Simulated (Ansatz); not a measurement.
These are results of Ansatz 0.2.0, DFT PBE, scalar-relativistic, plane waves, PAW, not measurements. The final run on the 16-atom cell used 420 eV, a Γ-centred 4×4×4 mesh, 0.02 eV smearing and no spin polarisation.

Formation energies are uncorrected and refer to the elements' standard structures at the same level.

**Question.** Suggest a trial structure for a cubic semiconductor made of Mg and S, with a gap near 2.5 eV, a formation energy near −1.31 eV/atom and about 21 Å³ per atom, in a cell of 16 atoms. Its symmetry should be Pa-3 (No. 205).

**Answer.** MgS, space group Pa-3 (No. 205). Mg is surrounded by 4 S at 2.41–2.52 Å; around S lie 4 Mg at 2.41–2.52 Å.

```
Mg S
1.0
     6.98606    0.00000    0.00000
     0.00000    6.98606    0.00000
     0.00000    0.00000    6.98606
Mg S
8 8
Direct
  0.84221 0.65779 0.34221
  0.15779 0.34221 0.65779
  0.34221 0.65779 0.15779
  0.84221 0.84221 0.84221
  0.65779 0.15779 0.34221
  0.65779 0.34221 0.84221
  0.15779 0.15779 0.15779
  0.34221 0.84221 0.65779
  0.14313 0.85687 0.35687
  0.64313 0.64313 0.64313
  0.85687 0.35687 0.14313
  0.35687 0.14313 0.85687
  0.64313 0.85687 0.14313
  0.85687 0.14313 0.64313
  0.35687 0.35687 0.35687
  0.14313 0.64313 0.85687
```

| Item | Value |
| --- | --- |
| Volume per atom | 21.31 Å³ |
| Density | 2.20 g/cm³ |
| Formation energy | −1.310 eV/atom |
| Gap on the 4×4×4 mesh of the 16-atom cell | 2.47 eV |

It was reached by relaxing an invented guess, and it needn't be the stable form of this composition. Other answers may fit too; this one was computed.

Kohn–Sham gaps at this level usually fall short of measured ones. The reference form of S is held partly by dispersion forces, which this level lacks. A later test with randomly moved atoms came back to the same energy, though modes that don't fit the test's cell weren't probed.
